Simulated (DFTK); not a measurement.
# Pt (Fm-3m) in DFTK: notebook

Aim: see how the results for Pt move with the level of theory and the settings. Levels: PBEsol, LDA, BJ06, PBE. Tasks: band structure, equation of state.

All numbers are computed with DFTK 0.8.2; they aren't measurements. Logs are shortened: lines on timing, memory, paths and dates and some standing lists are left out, and cuts for length are marked.

**1. The structure**

It takes space group Fm-3m (No. 225, cubic). Conventional cell: a = 3.922 Å, b = 3.922 Å, c = 3.922 Å, α = 90.00°, β = 90.00°, γ = 90.00°. Pt (site symmetry m-3m) is surrounded by 12 Pt at 2.77 Å.

**2. Band structure, PBEsol**

File run.jl:

```julia
using DFTK
using PseudoPotentialData
using Unitful, UnitfulAtomic
using LinearAlgebra, Printf
include("save.jl")
disable_threading()

lines     = readlines("POSCAR")
lattice   = austrip(1u"Å") * parse(Float64, lines[2]) * hcat([parse.(Float64, split(l)) for l in lines[3:5]]...)
symbols   = vcat([fill(Symbol(s), parse(Int, n)) for (s, n) in zip(split(lines[6]), split(lines[7]))]...)
positions = [parse.(Float64, split(l)[1:3]) for l in lines[9:8+length(symbols)]]
pseudopotentials = PseudoFamily("cp2k.nc.sr.pbe.v0_1.semicore.gth")
elements = Dict(s => ElementPsp(s, pseudopotentials) for s in unique(symbols))
atoms    = [elements[s] for s in symbols]

build_model(lattice, positions; symmetries=true) =
    model_DFT(lattice, atoms, positions;
              functionals=PBEsol(),
              temperature=austrip(0.05u"eV"),
              smearing=Smearing.FermiDirac(),
              symmetries)
Ecut  = 72.0  # hartree
kgrid = [12, 12, 12]
tol   = 1e-6
to_GPa = ustrip(uconvert(u"GPa", 1u"hartree/bohr^3"))

model = build_model(lattice, positions)
basis = PlaneWaveBasis(model; Ecut, kgrid)
display(basis)
scfres = self_consistent_field(basis;
                               tol,
                               nbandsalg=AdaptiveBands(model; n_bands_converge=14))
display(scfres.energies)
@printf "Fermi level: %.6f eV\n" ustrip(auconvert(u"eV", something(scfres.εF, NaN)))
forces = compute_forces_cart(scfres)
println("Forces (eV/Å)")
for (s, f) in zip(symbols, forces)
    @printf "%-3s %12.6f %12.6f %12.6f\n" s ustrip.(auconvert.(u"eV/Å", f))...
end
stress = compute_stresses_cart(scfres)
println("Stress (GPa)")
display(round.(stress * to_GPa; digits=4))
println("Levels at the first k-point (eV): ", round.(ustrip.(auconvert.(u"eV", scfres.eigenvalues[1][1:scfres.n_bands_converge])); digits=4))
save_scf!(scfres; forces, stress)

points = Dict("G" => [0.0, 0.0, 0.0], "K" => [0.375, 0.375, 0.75], "L" => [0.5, 0.5, 0.5], "U" => [0.625, 0.25, 0.625], "W" => [0.5, 0.25, 0.75], "X" => [0.5, 0.0, 0.5])
segments = [("G", "X", 7), ("X", "W", 4), ("W", "K", 3), ("K", "G", 7), ("G", "L", 6), ("L", "U", 4), ("U", "W", 3), ("W", "L", 5), ("L", "K", 4), ("U", "X", 3)]
kcoords = vcat([[points[a] + t * (points[b] - points[a]) for t in range(0, 1, n)] for (a, b, n) in segments]...)
bands = compute_bands(scfres, ExplicitKpoints(kcoords); n_bands=16, tol=1e-5)
for (k, ε) in zip(bands.basis.kpoints, bands.eigenvalues)
    @printf "%d %8.4f %8.4f %8.4f " k.spin k.coordinate...
    println(join([@sprintf("%9.4f", e) for e in ustrip.(auconvert.(u"eV", ε .- scfres.εF))]))
end
results["band_energies"] = rows(bands.eigenvalues); results["band_kpoints"] = rows(kcoords)
```

File POSCAR:

```
Pt
1.0
    0.0000000000      1.9609000000      1.9609000000
    1.9609000000      0.0000000000      1.9609000000
    1.9609000000      1.9609000000      0.0000000000
Pt
1
Direct
    0.0000000000      0.0000000000      0.0000000000
```

Potentials or basis: cp2k.nc.sr.pbe.v0_1.semicore.gth (PBE, GTH).

Command:

```bash
> julia --threads=1 run.jl  # save.jl only writes the numbers to a file and isn't shown; printed stress counts tension as positive; times include loading and compiling
```

The log of the run:

```text
PlaneWaveBasis discretization:

    Ecut                 : 72.0 Ha
    fft_size             : (45, 45, 45), 91125 total points
    kgrid                : MonkhorstPack([12, 12, 12])
    num.   red. kpoints  : 1728
    num. irred. kpoints  : 72

    Discretized Model(gga_x_pbe_sol+gga_c_pbe_sol, 3D):
        lattice (in Bohr)    : [0         , 3.70556   , 3.70556   ]
                               [3.70556   , 0         , 3.70556   ]
                               [3.70556   , 3.70556   , 0         ]
        unit cell volume     : 101.76 Bohr³

        atoms                : Pt
        pseudopot. family    : PseudoFamily("cp2k.nc.sr.pbe.v0_1.semicore.gth")

        num. electrons       : 18
        spin polarization    : none
        temperature          : 0.0018375 Ha
        smearing             : DFTK.Smearing.FermiDirac()

        terms                : Kinetic()
                               AtomicLocal()
                               AtomicNonlocal()
                               Ewald(nothing)
                               PspCorrection()
                               Hartree()
                               Xc(gga_x_pbe_sol, gga_c_pbe_sol)
                               Entropy()
n     Energy            log10(ΔE)   log10(Δρ)   Diag   Δtime
---   ---------------   ---------   ---------   ----   ------
  1   -114.4926163659                    0.49    5.2    17.1s
  2   -117.8106481231        0.52        0.19    4.5    14.7s
  3   -119.6502325571        0.26       -0.14    4.2    15.2s
  4   -120.0585939707       -0.39       -0.55    3.3    14.3s
  5   -120.0636206855       -2.30       -0.63    1.0    7.63s
  6   -120.0979100019       -1.46       -1.25    2.3    10.8s
  7   -120.0988140600       -3.04       -1.50    1.1    8.56s
  8   -120.0991179152       -3.52       -2.95    1.1    9.58s
  9   -120.0991201102       -5.66       -2.68    3.9    14.3s
 10   -120.0991218277       -5.77       -3.20    1.0    7.54s
 11   -120.0991220813       -6.60       -3.84    1.8    10.3s
 12   -120.0991220907       -8.03       -4.46    2.1    10.1s
 13   -120.0991220916       -9.03       -4.93    1.9    8.46s
 14   -120.0991220917      -10.65       -5.25    2.0    9.46s
 15   -120.0991220917      -10.57       -5.87    1.3    11.4s
 16   -120.0991220917      -12.40       -6.70    2.1    8.79s
Energy breakdown (in Ha):
    Kinetic             38.3911870
    AtomicLocal         -60.4050568
    AtomicNonlocal      -12.8335387
    Ewald               -100.2205959
    PspCorrection       7.7649607
    Hartree             18.8051334
    Xc                  -11.6006327
    Entropy             -0.0005791

    total               -120.099122091685
Fermi level: 11.877030 eV
Forces (eV/Å)
Pt      0.000000    -0.000000    -0.000000
Stress (GPa)
3×3 StaticArraysCore.SMatrix{3, 3, Float64, 9} with indices SOneTo(3)×SOneTo(3):
 3.6613   0.0      0.0
 0.0      3.6613  -0.0
 0.0     -0.0      3.6613
Levels at the first k-point (eV): [-86.5097, -40.9418, -40.9418, -40.9418, 1.4329, 8.0092, 8.0092, 8.0092, 10.2156, 10.2156, 26.5447, 31.4794, 31.4794, 31.4794]
1   0.0000   0.0000   0.0000  -98.3867 -52.8188 -52.8188 -52.8188 -10.4442  -3.8678  -3.8678  -3.8678  -1.6614  -1.6614  14.6676  19.6024  19.6024  19.6024  24.7468  32.0764
1   0.0833   0.0000   0.0833  -98.3836 -52.8494 -52.8305 -52.8305 -10.0737  -4.1138  -3.6735  -3.6735  -1.9361  -1.5614  15.2572  18.6717  19.6329  19.6329  26.8914  29.1601
1   0.1667   0.0000   0.1667  -98.3759 -52.9320 -52.8625 -52.8625  -9.0360  -4.7326  -3.1018  -3.1018  -2.6007  -1.2807  16.8543  17.7388  19.0887  19.0887  25.7382  26.8783
1   0.2500   0.0000   0.2500  -98.3661 -53.0423 -52.9060 -52.9060  -7.6798  -5.4792  -3.0984  -2.1958  -2.1958  -0.8776  16.9850  16.9850  17.5037  19.0364  20.6692  27.2861
1   0.3333   0.0000   0.3333  -98.3546 -53.1499 -52.9494 -52.9494  -6.9634  -6.1408  -2.2884  -1.0676  -1.0676  -0.4485  14.2562  14.2562  15.0174  18.8559  21.2463  29.6917
1   0.4167   0.0000   0.4167  -98.3477 -53.2269 -52.9810 -52.9810  -7.0824  -6.5833  -0.1156  -0.0668   0.0077   0.0077  10.8938  12.0427  12.0427  19.6190  22.8749  29.5333
[... 38 lines left out ...]
1   0.5625   0.1250   0.5625  -98.3447 -53.2352 -53.0219 -52.9831  -6.9342  -6.4542  -1.2830  -0.4320   0.3164   3.6539   7.7162  10.7416  12.0973  20.8561  23.7207  28.5379
1   0.5000   0.0000   0.5000  -98.3444 -53.2548 -52.9925 -52.9925  -7.2091  -6.7378   0.0108   0.4937   0.4937   1.4726   8.7620  11.1571  11.1571  20.0464  23.4672  28.9811
```

Wall time 4 min (1 thread of Intel Xeon Platinum 8488C (Sapphire Rapids), shared host); peak memory 2.2 GiB.

Results:

```yaml
Free_energy: -3268.0636 eV
Pressure: -3.7 GPa
Band_gap_on_the_k_mesh: none (metal or under the smearing width)
```

Levels at the corners of the path, in eV from the Fermi level:
```
point  band 6  band 7  band 8  band 9  band 10  band 11  band 12  band 13
    Γ   -3.87   -3.87   -3.87   -1.66    -1.66    14.67    19.60    19.60
    X   -6.74    0.01    0.49    0.49     1.47     8.76    11.16    11.16
    W   -4.68   -4.68   -2.06    0.50     6.97     8.08     8.08    11.97
    K   -5.60   -2.99   -1.35   -0.19     5.56     6.56    10.00    14.48
    Γ   -3.87   -3.87   -3.87   -1.66    -1.66    14.67    19.60    19.60
    L   -3.93   -3.93   -0.78    0.04     0.04     5.76    14.19    18.85
    U   -5.60   -2.99   -1.35   -0.19     5.56     6.56    10.00    14.48
    W   -4.68   -4.68   -2.06    0.50     6.97     8.08     8.08    11.97
    L   -3.93   -3.93   -0.78    0.04     0.04     5.76    14.19    18.85
    K   -5.60   -2.99   -1.35   -0.19     5.56     6.56    10.00    14.48
    U   -5.60   -2.99   -1.35   -0.19     5.56     6.56    10.00    14.48
    X   -6.74    0.01    0.49    0.49     1.47     8.76    11.16    11.16
```

Caveat: GTH potentials come without recommended cutoffs, and this one wasn't checked for convergence; the potentials were made for another functional, which shifts forces and pressure; spin-orbit coupling is left out, which moves the levels of the heavy elements.

**3. Band structure, LDA**

run.jl, as its differences from that of step 2:

```diff
@@ -7,7 +7,8 @@
 
-lines     = readlines("POSCAR")
-lattice   = austrip(1u"Å") * parse(Float64, lines[2]) * hcat([parse.(Float64, split(l)) for l in lines[3:5]]...)
-symbols   = vcat([fill(Symbol(s), parse(Int, n)) for (s, n) in zip(split(lines[6]), split(lines[7]))]...)
-positions = [parse.(Float64, split(l)[1:3]) for l in lines[9:8+length(symbols)]]
-pseudopotentials = PseudoFamily("cp2k.nc.sr.pbe.v0_1.semicore.gth")
+lines     = readlines("Pt.xyz")
+cell_ang  = reshape(parse.(Float64, split(match(r"Lattice=\"([^\"]+)\"", lines[2])[1])), 3, 3)
+lattice   = austrip(1u"Å") * cell_ang
+symbols   = [Symbol(split(l)[1]) for l in lines[3:end]]
+positions = [round.(cell_ang \ parse.(Float64, split(l)[2:4]); digits=9) for l in lines[3:end]]
+pseudopotentials = PseudoFamily("cp2k.nc.sr.lda.v0_1.semicore.gth")
 elements = Dict(s => ElementPsp(s, pseudopotentials) for s in unique(symbols))
@@ -17,3 +18,3 @@
     model_DFT(lattice, atoms, positions;
-              functionals=PBEsol(),
+              functionals=LDA(),
               temperature=austrip(0.05u"eV"),
@@ -21,3 +22,3 @@
               symmetries)
-Ecut  = 72.0  # hartree
+Ecut  = 61.0  # hartree
 kgrid = [12, 12, 12]
```

File Pt.xyz:

```xyz
1
Lattice="0.0000000000 1.9609000000 1.9609000000 1.9609000000 0.0000000000 1.9609000000 1.9609000000 1.9609000000 0.0000000000" Properties=species:S:1:pos:R:3 pbc="T T T"
Pt     0.0000000000      0.0000000000      0.0000000000
```

Potentials or basis: cp2k.nc.sr.lda.v0_1.semicore.gth (LDA, GTH).

Command:

```bash
> julia --threads=1 run.jl  # save.jl only writes the numbers to a file and isn't shown; printed stress counts tension as positive; times include loading and compiling
```

It took 3 min on 1 thread of Intel Xeon Platinum 8488C (Sapphire Rapids), shared host; peak memory 1.9 GiB.

Results (log left out):

```
Free energy            : -3297.1162 eV
Pressure               : -5.9 GPa
Band gap on the k mesh : none (metal or under the smearing width)
```

Levels at the corners of the path, in eV from the Fermi level:
```csv
point,band 7,band 8,band 9,band 10,band 11,band 12
Γ,-3.86,-3.86,-1.66,-1.66,15.12,19.98
X,0.01,0.49,0.49,1.54,8.76,11.29
W,-4.65,-2.04,0.49,6.99,8.15,8.15
K,-2.96,-1.34,-0.19,5.61,6.61,10.06
Γ,-3.86,-3.86,-1.66,-1.66,15.12,19.98
L,-3.92,-0.70,0.03,0.03,5.77,14.59
U,-2.96,-1.34,-0.19,5.61,6.61,10.06
W,-4.65,-2.04,0.49,6.99,8.15,8.15
L,-3.92,-0.70,0.03,0.03,5.77,14.59
K,-2.96,-1.34,-0.19,5.61,6.61,10.06
U,-2.96,-1.34,-0.19,5.61,6.61,10.06
X,0.01,0.49,0.49,1.54,8.76,11.29
```

Caveat: GTH potentials come without recommended cutoffs, and this one wasn't checked for convergence; spin-orbit coupling is left out, which moves the levels of the heavy elements.

**4. Band structure, BJ06**

File run.jl:

```julia
using DFTK
using PseudoPotentialData
using Unitful, UnitfulAtomic
using LinearAlgebra, Printf
include("save.jl")
disable_threading()

# lattice vectors are the columns
lattice = austrip(1u"Å") * [           0.0         1.9609         1.9609;
                   1.9609            0.0         1.9609;
                   1.9609         1.9609            0.0]
symbols   = [:Pt]
positions = [[0.0, 0.0, 0.0]]
pseudopotentials = PseudoFamily("cp2k.nc.sr.pbe.v0_1.largecore.gth")
elements = Dict(s => ElementPsp(s, pseudopotentials) for s in unique(symbols))
atoms    = [elements[s] for s in symbols]

build_model(lattice, positions; symmetries=true) =
    model_DFT(lattice, atoms, positions;
              functionals=[:mgga_x_tb09, :lda_c_pw],
              temperature=austrip(0.05u"eV"),
              smearing=Smearing.FermiDirac(),
              symmetries)
Ecut  = 52.0  # hartree
kgrid = [12, 12, 12]
tol   = 1e-6
to_GPa = ustrip(uconvert(u"GPa", 1u"hartree/bohr^3"))

model = build_model(lattice, positions)
basis = PlaneWaveBasis(model; Ecut, kgrid)
display(basis)
scfres = self_consistent_field(basis;
                               tol,
                               nbandsalg=AdaptiveBands(model; n_bands_converge=10))
display(scfres.energies)
@printf "Fermi level: %.6f eV\n" ustrip(auconvert(u"eV", something(scfres.εF, NaN)))
println("Levels at the first k-point (eV): ", round.(ustrip.(auconvert.(u"eV", scfres.eigenvalues[1][1:scfres.n_bands_converge])); digits=4))
save_scf!(scfres)

points = Dict("G" => [0.0, 0.0, 0.0], "K" => [0.375, 0.375, 0.75], "L" => [0.5, 0.5, 0.5], "U" => [0.625, 0.25, 0.625], "W" => [0.5, 0.25, 0.75], "X" => [0.5, 0.0, 0.5])
segments = [("G", "X", 7), ("X", "W", 4), ("W", "K", 3), ("K", "G", 7), ("G", "L", 6), ("L", "U", 4), ("U", "W", 3), ("W", "L", 5), ("L", "K", 4), ("U", "X", 3)]
kcoords = vcat([[points[a] + t * (points[b] - points[a]) for t in range(0, 1, n)] for (a, b, n) in segments]...)
bands = compute_bands(scfres, ExplicitKpoints(kcoords); n_bands=12, tol=1e-5)
for (k, ε) in zip(bands.basis.kpoints, bands.eigenvalues)
    @printf "%d %8.4f %8.4f %8.4f " k.spin k.coordinate...
    println(join([@sprintf("%9.4f", e) for e in ustrip.(auconvert.(u"eV", ε .- scfres.εF))]))
end
results["band_energies"] = rows(bands.eigenvalues); results["band_kpoints"] = rows(kcoords)
```

Potentials or basis: cp2k.nc.sr.pbe.v0_1.largecore.gth (PBE, GTH, large core).

Command:

```bash
> julia --threads=1 run.jl  # save.jl only writes the numbers to a file and isn't shown; printed stress counts tension as positive; times include loading and compiling
```

The log of the run:

```text
PlaneWaveBasis discretization:

    Ecut                 : 52.0 Ha
    fft_size             : (40, 40, 40), 64000 total points
    kgrid                : MonkhorstPack([12, 12, 12])
    num.   red. kpoints  : 1728
    num. irred. kpoints  : 72

    Discretized Model(mgga_x_tb09+lda_c_pw, 3D):
        lattice (in Bohr)    : [0         , 3.70556   , 3.70556   ]
                               [3.70556   , 0         , 3.70556   ]
                               [3.70556   , 3.70556   , 0         ]
        unit cell volume     : 101.76 Bohr³

        atoms                : Pt
        pseudopot. family    : PseudoFamily("cp2k.nc.sr.pbe.v0_1.largecore.gth")

        num. electrons       : 10
        spin polarization    : none
        temperature          : 0.0018375 Ha
[... 31 lines left out ...]
 18   -22.35258488120       -8.10       -5.28       -4.94    2.3    7.68s
 19   -22.35258485764   +   -7.63       -5.21       -5.42    1.6    6.51s
 20   -22.35258485540   +   -8.65       -5.32       -5.60    1.0    5.34s
 21   -22.35258483928   +   -7.79       -5.60       -5.66    1.0    5.36s
 22   -22.35258480631   +   -7.48       -5.69       -6.53    1.0    5.37s
 23   -22.35258480583   +   -9.32       -5.91       -6.00    1.2    5.65s
 24   -22.35258478860   +   -7.76       -6.07       -6.53    1.0    5.64s
Energy breakdown (in Ha):
    Kinetic             17.6130525
    AtomicLocal         -2.9919512
    AtomicNonlocal      -13.3156511
    Ewald               -30.9322827
    PspCorrection       6.4356770
    Hartree             1.3892463
    Xc                  -0.5502120
    Entropy             -0.0004636

    total               -22.352584788602
Fermi level: 3.541376 eV
Levels at the first k-point (eV): [-9.036, -0.7334, -0.7334, -0.7334, 1.3002, 1.3002, 17.8009, 22.5067, 22.5067, 22.5067]
1   0.0000   0.0000   0.0000  -12.5774  -4.2748  -4.2748  -4.2748  -2.2412  -2.2412  14.2595  18.9653  18.9653  18.9653  23.1859  30.8472
1   0.0833   0.0000   0.0833  -12.2064  -4.5618  -4.0650  -4.0650  -2.5586  -2.1288  14.9234  17.9063  18.8964  18.8964  25.2439  28.5302
1   0.1667   0.0000   0.1667  -11.1531  -5.2761  -3.4430  -3.4430  -3.3434  -1.8130  16.7137  16.9923  18.0784  18.0784  23.4471  26.8162
1   0.2500   0.0000   0.2500   -9.6847  -6.1265  -4.0735  -2.4403  -2.4403  -1.3595  15.8160  15.8160  17.0082  18.5954  19.1505  27.5287
1   0.3333   0.0000   0.3333   -8.5946  -6.8719  -3.7439  -1.1508  -1.1508  -0.8766  12.9760  12.9760  13.7020  17.8712  21.6133  30.0753
1   0.4167   0.0000   0.4167   -8.4529  -7.3670  -1.8972  -0.5017   0.1519   0.1519   9.5641  10.5677  10.5677  18.8389  23.4214  31.6498
[... 38 lines left out ...]
1   0.5625   0.1250   0.5625   -8.2130  -7.2830  -2.1917  -0.8983   0.5735   2.8567   6.2219   9.5706  10.5762  20.0947  24.1718  30.3183
1   0.5000   0.0000   0.5000   -8.5258  -7.5393  -0.5298  -0.3594   0.7837   0.7837   7.5327   9.5456   9.5456  19.3030  24.0752  31.0721
```

It took 3.8 min on 1 thread of Intel Xeon Platinum 8488C (Sapphire Rapids), shared host; peak memory 1.7 GiB.

Results:

| Quantity | Value |
| --- | --- |
| Band gap on the k mesh | none (metal or under the smearing width) |

Levels at the corners of the path, in eV from the Fermi level:
```tsv
point	band 3	band 4	band 5	band 6	band 7	band 8
Γ	-4.27	-4.27	-2.24	-2.24	14.26	18.97
X	-0.53	-0.36	0.78	0.78	7.53	9.55
W	-5.51	-2.87	0.79	5.59	6.94	6.94
K	-3.87	-1.97	-0.02	4.11	5.76	9.04
Γ	-4.27	-4.27	-2.24	-2.24	14.26	18.97
L	-4.63	-2.80	0.02	0.02	5.14	13.55
U	-3.87	-1.97	-0.02	4.11	5.76	9.04
W	-5.51	-2.87	0.79	5.59	6.94	6.94
L	-4.63	-2.80	0.02	0.02	5.14	13.55
K	-3.87	-1.97	-0.02	4.11	5.76	9.04
U	-3.87	-1.97	-0.02	4.11	5.76	9.04
X	-0.53	-0.36	0.78	0.78	7.53	9.55
```

Caveat: the program leaves the constant c of mgga_x_tb09 at 1, so the potential is Becke-Johnson's (BJ06) and not Tran and Blaha's, with levels but no total energy; GTH potentials come without recommended cutoffs, and this one wasn't checked for convergence; the program warned that the kinetic-energy density falls under its von Weizsäcker bound, which can give unphysical results; the potentials were made for another functional, which shifts forces and pressure; spin-orbit coupling is left out, which moves the levels of the heavy elements; this set keeps more shells in the core, which shifts pressures and gaps.

(Continued in part 2 of 2.)
